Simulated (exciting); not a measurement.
A run of exciting (release sodium) is set up as follows.

input.xml

```xml
<input>
  <title>Sb</title>
  <structure speciespath="./" tshift="false">
    <crystal scale="1">
      <basevect>-3.493729438660 3.495660738760 3.611423471428</basevect>
      <basevect>3.548665666829 -3.457705589547 3.628404550384</basevect>
      <basevect>3.486805482140 3.450781633026 -3.573468322215</basevect>
    </crystal>
    <species speciesfile="Sb.xml" rmt="2.3">
      <atom coord="-0.001008000000 0.013276000000 0.006229000000"/>
    </species>
  </structure>
  <groundstate do="fromscratch" ngridk="7 7 7" rgkmax="9" gmaxvr="14" lmaxapw="10" lmaxmat="10" lmaxvr="8" xctype="LDA_PW" stype="Gaussian" swidth="0.00036749" nempty="36" ValenceRelativity="iora*" epsengy="1e-05" epspot="1e-05" maxscl="60" outputlevel="normal">
    <spin spinorb="true"/>
  </groundstate>
  <properties>
    <bandstructure>
      <plot1d>
        <path steps="80">
          <point coord="0 -0.5 0" label="X"/>
          <point coord="0 0 0" label="G"/>
          <point coord="0.5 0 0" label="Y" breakafter="true"/>
          <point coord="0.5 -0.5 0" label="L"/>
          <point coord="0 0 0" label="G"/>
          <point coord="-0.5 0 0.5" label="Z" breakafter="true"/>
          <point coord="-0.5 -0.5 0.5" label="N"/>
          <point coord="0 0 0" label="G"/>
          <point coord="0 0 0.5" label="M" breakafter="true"/>
          <point coord="0 -0.5 0.5" label="R"/>
          <point coord="0 0 0" label="G"/>
        </path>
      </plot1d>
    </bandstructure>
    <chargedensityplot>
      <plot3d>
        <box grid="17 17 17">
          <origin coord="0 0 0"/>
          <point coord="1 0 0"/>
          <point coord="0 1 0"/>
          <point coord="0 0 1"/>
        </box>
      </plot3d>
    </chargedensityplot>
    <elfplot>
      <plot3d>
        <box grid="17 17 17">
          <origin coord="0 0 0"/>
          <point coord="1 0 0"/>
          <point coord="0 1 0"/>
          <point coord="0 0 1"/>
        </box>
      </plot3d>
    </elfplot>
    <exccplot>
      <plot3d>
        <box grid="17 17 17">
          <origin coord="0 0 0"/>
          <point coord="1 0 0"/>
          <point coord="0 1 0"/>
          <point coord="0 0 1"/>
        </box>
      </plot3d>
    </exccplot>
  </properties>
</input>
```

Potentials or basis: all-electron LAPW+lo, shipped species files, valence relativity iora*.

Command:

```console
$ OMP_NUM_THREADS=1 exciting_smp
```

(1) Predict the band gap on the k mesh.

Results:

(1) none (metal or under the smearing width).
